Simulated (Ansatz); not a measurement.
Consider LiH in the rock salt structure (space group Fm-3m, No. 225; a = 4.005 Å). Axes: x, y, z lie along the cube axes.

Computed with Kohn–Sham DFT with the r2SCAN functional, run in Ansatz (a first-principles code) with PAW and 500 eV plane waves, without spin-orbit coupling.

A first run, uniaxial strain ε_yy = −0.84 %, gives secant values C11 ≈ 87 GPa and C12 ≈ 13 GPa from its stress. A second run applies biaxial strain +1.80 %, plane normal [001], relaxed out of plane.

Task: What does linear elasticity predict for −ε⊥/ε∥ in the second run, and what does the run give?

Result: Linear elasticity: 2 C12/C11 = 0.30. The run gives 0.31; any difference comes from nonlinear terms at these strains and numerical noise.

Stability against distortions was not tested.
